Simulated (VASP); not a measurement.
**Ru: relaxation of shape and atoms at fixed volume with LDA**

The system is Ru.

```
Ru
1.0
     2.69225    0.00000    0.00000
    -1.34613    2.33156    0.00000
     0.00000    0.00000    4.26314
Ru
2
Direct
  0.33333 0.66667 0.25000
  0.66667 0.33333 0.75000
```

The cell isn't the ideal one: a relaxed cell with its volume scaled by 1.02.

```json
{
 "Program": "VASP 6.6.1",
 "Task": "relaxation of shape and atoms at fixed volume",
 "Functional": "LDA",
 "Potentials or basis": "VASP PAW LDA potentials, release 64 (Ru_pv)",
 "Cutoff": "600 eV",
 "k mesh": "15 × 15 × 9",
 "Occupations": "methfessel-paxton, width 0.1 eV",
 "Spin": "no spin polarisation",
 "Further INCAR settings": "ALGO = Normal; EDIFF = 1e-07; IBRION = 2; EDIFFG = -0.01; NSW = 40; ISIF = 4"
}
```

```
Energy gained by relaxing : 0.0 meV/atom
Ionic steps               : 3
Pressure after relaxing   : -6.9 GPa
Band gap on the k mesh    : none (metal or under the smearing width)
```

Final structure:
```yaml
crystal:
  lattice:
    - [2.69326, 0.00000, 0.00000]
    - [-1.34663, 2.33243, 0.00000]
    - [0.00000, 0.00000, 4.25995]
  atoms:
    - { symbol: Ru, position: [0.33333, 0.66667, 0.25000] }
    - { symbol: Ru, position: [0.66667, 0.33333, 0.75000] }
```

Levels at points of the mesh, in eV from the Fermi level:
```
           k point  band 11  band 12  band 13  band 14  band 15  band 16  band 17  band 18
(0.00, 0.00, 0.00)    -2.46    -1.95    -1.95    -1.41    -1.41     1.24     1.24     1.34
```

It took 86 s on 1 thread of Intel(R) Xeon(R) Platinum 8488C (Sapphire Rapids), with other jobs on the host, peak memory 0.19 GiB.
